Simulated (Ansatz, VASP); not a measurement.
One calculation of BN, two programs

```
CELL_PARAMETERS angstrom
2.52318 0.00000 0.00000
-1.26159 2.18514 0.00000
0.00000 0.00000 4.17515
ATOMIC_POSITIONS crystal
B 0.66667 0.33333 0.99970
B 0.33333 0.66667 0.49970
N 0.66667 0.33333 0.62530
N 0.33333 0.66667 0.12530
```

Alike in both runs: task single point; functional LDA; k mesh 12 × 12 × 6; occupations gaussian, width 0.02 eV; no spin polarisation.

|  | VASP | Ansatz |
| --- | --- | --- |
| version | VASP 6.6.1 | Ansatz 0.2.0 |
| potentials or method | VASP PAW LDA potentials, release 64 (B, N) | scalar-relativistic, plane waves, PAW |
| plane-wave cutoff (eV) | 520 | 420 |
| valence electrons in the cell | 16 | 16 |

```csv
,VASP,Ansatz,Ansatz less VASP
gap on the k mesh at the Fermi level (eV),4.90,4.93,+0.026
least direct gap on the mesh (eV),8.28,8.29,+0.011
pressure (GPa),1.0,0.0,-0.98
```

A k mesh can miss the band edges.
